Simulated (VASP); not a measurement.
# Ti (P6_3/mmc) in VASP: further runs, part 2 of 3

VASP 6.6.1. Earlier steps stand in the parts before.

**3. Relaxation of cell and atoms, PBEsol**

The input, INCAR:

```
  PREC = Accurate
  ENCUT = 480
  EDIFF = 1E-7
  ISMEAR = 0
  SIGMA = 0.1
  LREAL = False
  LASPH = True
  NELM = 80
  ALGO = Fast
  ISIF = 3
  LWAVE = False
  LCHARG = False
  GGA = PS
  IBRION = 2
  NSW = 90
  EDIFFG = -0.005
```

The input, KPOINTS:

```
regular mesh
0
Gamma
  18 18 10
```

The input, POSCAR:

```
Ti
1.0
    2.9357319200      0.0000000000      0.0000000000
   -1.4678659600      2.5424184200      0.0000000000
    0.0000000000      0.0000000000      4.6408561500
Ti
2
Direct
    0.3333333300      0.6666666700      0.2500000000
    0.6666666700      0.3333333300      0.7500000000
```

Potentials or basis: VASP PAW PBE potentials, release 64 (Ti_sv).

Command:

```sh
> cat potpaw_PBE.64/Ti_sv/POTCAR > POTCAR
> mpirun -np 1 vasp_std > vasp.out
```

OUTCAR:

```text
PREC = Accurate
   ENCUT = 480
   EDIFF = 1E-7
   ISMEAR = 0
   LREAL = False
   LASPH = True
   NELM = 80
   ISIF = 3
   GGA = PS
   IBRION = 2
   NSW = 90
   EDIFFG = -0.005

 ion  position               nearest neighbor table
   1  0.333  0.667  0.250-   2 2.87   2 2.87   2 2.87   2 2.87   2 2.87   2 2.87
   2  0.667  0.333  0.750-   1 2.87   1 2.87   1 2.87   1 2.87   1 2.87   1 2.87

  LATTYP: Found a hexagonal cell.
 ALAT       =     2.9357319200
 C/A-ratio  =     1.5808174167

  Lattice vectors:

 A1 = (   2.9357319200,   0.0000000000,   0.0000000000)
 A2 = (  -1.4678659600,   2.5424184200,   0.0000000000)
 A3 = (   0.0000000000,   0.0000000000,   4.6408561500)

Analysis of symmetry for initial positions (statically):
=====================================================================
 Subroutine PRICEL returns:
 Original cell was already a primitive cell.

 Routine SETGRP: Setting up the symmetry group for a
 hexagonal supercell.

 Subroutine GETGRP returns: Found 24 space group operations
 (whereof 12 operations were pure point group operations)
 out of a pool of 24 trial point group operations.

The static configuration has the point symmetry D_3d.
 The point group associated with its full space group is D_6h.

Analysis of symmetry for dynamics (positions and initial velocities):
=====================================================================
 Subroutine PRICEL returns:
 Original cell was already a primitive cell.

 Routine SETGRP: Setting up the symmetry group for a
 hexagonal supercell.

 Subroutine GETGRP returns: Found 24 space group operations
 (whereof 12 operations were pure point group operations)
 out of a pool of 24 trial point group operations.

The dynamic configuration has the point symmetry D_3d.
 The point group associated with its full space group is D_6h.

 Subroutine INISYM returns: Found 24 space group operations
 (whereof 12 operations are pure point group operations),
 and found     1 'primitive' translations

----------------------------------------------------------------------------------------

                                     Primitive cell

  volume of cell :      34.6387

  direct lattice vectors                    reciprocal lattice vectors
     2.935731920  0.000000000  0.000000000     0.340630557  0.196663144  0.000000000
    -1.467865960  2.542418420  0.000000000     0.000000000  0.393326288  0.000000000
     0.000000000  0.000000000  4.640856150     0.000000000  0.000000000  0.215477483

  length of vectors
     2.935731920  2.935731919  4.640856150     0.393326288  0.393326288  0.215477483

  position of ions in fractional coordinates (direct lattice)
     0.333333330  0.666666670  0.250000000
     0.666666670  0.333333330  0.750000000

  ion indices of the primitive-cell ions
   primitive index   ion index
                 1           1
                 2           2

----------------------------------------------------------------------------------------

 KPOINTS: regular mesh

Automatic generation of k-mesh.
[... 65 lines left out ...]
   NELM   =     80;   NELMIN=  2; NELMDL= -5     # of ELM steps
   EDIFF  = 0.1E-06   stopping-criterion for ELM
   LREAL  =      F    real-space projection
   EDIFFG = -.5E-02   stopping-criterion for IOM
   NSW    =     90    number of steps for IOM
   IBRION =      2    ionic relax: 0-MD 1-quasi-New 2-CG
   NFREE  =      1    steps in history (QN), initial steepest desc. (CG)
   ISIF   =      3    stress and relaxation
   ISYM   =      2    0-nonsym 1-usesym 2-fastsym
   POTIM  = 0.5000    time-step for ionic-motion
   TEBEG  =    0.0;   TEEND  =   0.0 temperature during run
   PSTRESS=    0.0 pullay stress
   NELECT =      24.0000    total number of electrons
   NUPDOWN=      -1.0000    fix difference up-down
   EMIN   =  10.00;   EMAX   =-10.00  energy-range for DOS
   EFERMI =   0.00;   METHOD = LEGACY
   ISMEAR =     0;   SIGMA  =   0.10  broadening in eV -4-tet -1-fermi 0-gaus
   EFERMI_NEDOS =   21; number of points for ismear=-14 and -15
   IALGO  =     68    algorithm
   IMIX   =      4    mixing-type and parameters
     AMIX     =   0.40;   BMIX     =  1.00
     AMIX_MAG =   1.60;   BMIX_MAG =  1.00
  volume/ion in A,a.u.               =      17.32       116.88
  Fermi-wavevector in a.u.,A,eV,Ry     =   1.448632  2.737518 28.552297  2.098535
  Thomas-Fermi vector in A             =   2.566451
   LORBIT       =      0    0 simple, 1 ext, 2 COOP (PROOUT), +10 PAW based schemes
   GGA     = PS    functional components
   LHFCALC =     F    Hartree Fock is set to
   AEXX    =    0.0000 exact exchange contribution
   IVDW    =     0    specifies the selected vdW correction
   LEPSILON=     F    determine dielectric tensor
   LRPA    =     F    only Hartree local field effects (RPA)
 conjugate gradient relaxation of ions
 non-spin polarized calculation
 RMM-DIIS sequential band-by-band and
 Gauss-broadening in eV      SIGMA  =   0.10
  energy-cutoff  :      480.00
  volume of cell :       34.64
 maximum number of plane-waves:       844
 NGX is ok and might be reduce to    24
   NGX = 11   NGY = 11   NGZ = 17

--------------------------------------- Ionic step        1  -------------------------------------------

 number of electron      24.0000002 magnetization

 Free energy of the ion-electron system (eV)
  ---------------------------------------------------
  ext. energy  EPLUGINS =         0.00000000
  ---------------------------------------------------
  free energy    TOTEN  =       -16.66652749 eV

  energy without entropy =      -16.65702926  energy(sigma->0) =      -16.66177838

------------------------ aborting loop because EDIFF is reached ----------------------------------------

  FORCE on cell =-STRESS in cart. coord.  units (eV):
  Direction    XX          YY          ZZ          XY          YZ          ZX
  --------------------------------------------------------------------------------------
  -------------------------------------------------------------------------------------
  Total       -0.9543412     -0.9543412     -0.9579904     -0.0000000      0.0000000     -0.0000000
  in kB      -44.1420712    -44.1420711    -44.3108621     -0.0000000      0.0000000     -0.0000000
  external PRESSURE =     -44.1983348 kB  Pullay stress =       0.0000000 kB
[... 23 lines left out ...]
--------------------------------------- Ionic step        2  -------------------------------------------

 number of electron      24.0000002 magnetization

------------------------ aborting loop EDIFF was not reached (unconverged)  ----------------------------

  FORCE on cell =-STRESS in cart. coord.  units (eV):
  Direction    XX          YY          ZZ          XY          YZ          ZX
  --------------------------------------------------------------------------------------
  -------------------------------------------------------------------------------------
  Total        0.7992646      0.7992646      0.8582052      0.0000000      0.0000000      0.0000000
  in kB       39.6480377     39.6480376     42.5718269      0.0000000      0.0000000      0.0000000
  external PRESSURE =      40.6226341 kB  Pullay stress =       0.0000000 kB
[... 131 lines left out ...]
--------------------------------------- Ionic step        6  -------------------------------------------

 number of electron      23.9999999 magnetization

 Free energy of the ion-electron system (eV)
  ---------------------------------------------------
  ext. energy  EPLUGINS =         0.00000000
  ---------------------------------------------------
  free energy    TOTEN  =       -16.68436598 eV

  energy without entropy =      -16.67519765  energy(sigma->0) =      -16.67978181

 E-fermi :   8.6578     XC(G=0): -11.8340

 val. band max:        8.6466178353   @ k =   0.0000   0.0000   0.4000
 cond. band min:       8.6652589780   @ k =   0.2778   0.2778   0.4000
 fundamental gap:      0.0186411427
 Fermi energy:         8.6578219194

 k-point     1 :       0.0000    0.0000    0.0000
  band No.  band energies     occupation
      1     -47.9118      2.00000
      2     -47.7465      2.00000
      3     -24.6554      2.00000
      4     -23.9151      2.00000
      5     -23.9151      2.00000
      6     -23.8336      2.00000
[... 433 lines left out ...]
      3     -24.4298      2.00000
      4     -24.3010      2.00000
      5     -24.2921      2.00000
      6     -24.1073      2.00000
[... 8 lines left out ...]
     15       9.8772      0.00000
     16      11.9363      0.00000

 [... further k-points ...]
[... 5 lines left out ...]
  --------------------------------------------------------------------------------------
  -------------------------------------------------------------------------------------
  Total        0.0066716      0.0066716      0.0069087      0.0000000      0.0000000      0.0000000
  in kB        0.3206666      0.3206666      0.3320592      0.0000000      0.0000000      0.0000000
  external PRESSURE =       0.3244641 kB  Pullay stress =       0.0000000 kB
[... 17 lines left out ...]
  FREE ENERGIE OF THE ION-ELECTRON SYSTEM (eV)
  ---------------------------------------------------
  free  energy   TOTEN  =       -16.6843659785 eV

  energy  without entropy=      -16.6751976475  energy(sigma->0) =      -16.67978181

 reached required accuracy - stopping structural energy minimisation
```

CONTCAR:

```text
Ti
   1.00000000000000
     2.8972908989777597    0.0000000000000000   -0.0000000000000000
    -1.4486454494888799    2.5091275193031022   -0.0000000000000000
     0.0000000000000000    0.0000000000000000    4.5853618960432163
  Ti
     2
Direct
     0.3333333300000021    0.6666666699999979    0.2500000000000000
     0.6666666699999979    0.3333333300000021    0.7500000000000000

  0.00000000E+00  0.00000000E+00  0.00000000E+00
  0.00000000E+00  0.00000000E+00  0.00000000E+00
```

Wall time 9.5 min (1 thread of Intel Xeon 6975P-C (Granite Rapids), shared host); peak memory 0.25 GiB.

Results:

- Free energy: -16.6844 eV
- Relaxed volume: 16.67 Å³/atom
- Relaxed cell: a = 2.897 Å, b = 2.897 Å, c = 4.585 Å, α = 90.00°, β = 90.00°, γ = 120.00°
- Space group after relaxing (to 0.05 Å): P6_3/mmc (No. 194)
- Energy gained by relaxing: 8.9 meV/atom
- Ionic steps: 6
- Pressure after relaxing: 0.0 GPa
- Band gap on the k mesh: none (metal or under the smearing width)

The path:
```csv
step,energy change (eV),largest force (eV/Å),pressure (GPa),volume (Å³)
1,0.0000,0.0000,-4.42,34.64
2,-0.0049,0.0000,4.06,32.30
3,-0.0178,0.0000,-0.04,33.36
4,-0.0178,0.0000,0.00,33.34
5,-0.0178,0.0000,0.03,33.33
6,-0.0178,0.0000,0.03,33.33
```

Final structure:
```xyz
2
Lattice="2.8973 0.0000 0.0000 -1.4486 2.5091 0.0000 0.0000 0.0000 4.5854" Properties=species:S:1:pos:R:3 pbc="T T T"
Ti    0.0000    1.6728    1.1463
Ti    1.4486    0.8364    3.4390
```

Caveat: the PAW data sets were made with another functional, which shifts forces and pressure a little.

**4. Relaxation of cell and atoms, RPBE**

Changes to INCAR since step 3:

```diff
@@ -1,3 +1,3 @@
   PREC = Accurate
-  ENCUT = 480
+  ENCUT = 600
   EDIFF = 1E-7
@@ -12,3 +12,3 @@
   LCHARG = False
-  GGA = PS
+  GGA = RP
   IBRION = 2
```

KPOINTS is that of step 3.

POSCAR is that of step 3.

Command:

```sh
> cat potpaw_PBE.64/Ti_sv/POTCAR > POTCAR
> mpirun -np 1 vasp_std > vasp.out
```

It took 8.4 min on 1 thread of Intel Xeon 6975P-C (Granite Rapids), shared host; peak memory 0.27 GiB.

The run converged. Its results:

| Item | Value |
| --- | --- |
| Free energy | -14.8828 eV |
| Relaxed volume | 17.85 Å³/atom |
| Relaxed cell | a = 2.965 Å, b = 2.965 Å, c = 4.689 Å, α = 90.00°, β = 90.00°, γ = 120.00° |
| Space group after relaxing (to 0.05 Å) | P6_3/mmc (No. 194) |
| Energy gained by relaxing | 5.4 meV/atom |
| Ionic steps | 4 |
| Pressure after relaxing | 0.0 GPa |
| Band gap on the k mesh | none (metal or under the smearing width) |

Step by step:
| step | energy change (eV) | largest force (eV/Å) | pressure (GPa) | volume (Å³) |
| --- | --- | --- | --- | --- |
| 1 | 0.0000 | 0.0000 | 3.24 | 34.64 |
| 2 | -0.0062 | 0.0000 | -2.04 | 36.42 |
| 3 | -0.0108 | 0.0000 | -0.04 | 35.71 |
| 4 | -0.0108 | 0.0000 | 0.00 | 35.69 |

Final structure:
```
Ti
1.0
     2.96469    0.00000    0.00000
    -1.48234    2.56749    0.00000
     0.00000    0.00000    4.68907
Ti
2
Direct
  0.33333 0.66667 0.25000
  0.66667 0.33333 0.75000
```

Levels at points of the mesh, in eV from the Fermi level:
```csv
k point,band 9,band 10,band 11,band 12,band 13,band 14,band 15,band 16
"(0.00, 0.00, 0.00)",-6.18,-2.64,0.67,0.76,0.76,0.87,1.24,1.24
"(0.50, 0.00, 0.00)",-2.33,-2.09,-1.78,-0.69,0.47,0.60,1.14,3.21
"(0.00, 0.00, 0.50)",-4.35,-4.35,0.08,0.08,0.66,0.66,0.66,0.66
"(0.50, 0.00, 0.50)",-2.48,-2.48,-0.79,-0.79,1.22,1.22,1.67,1.67
```

Caveat: the PAW data sets were made with another functional, which shifts forces and pressure a little.

(Part 2 of 3 ends here.)
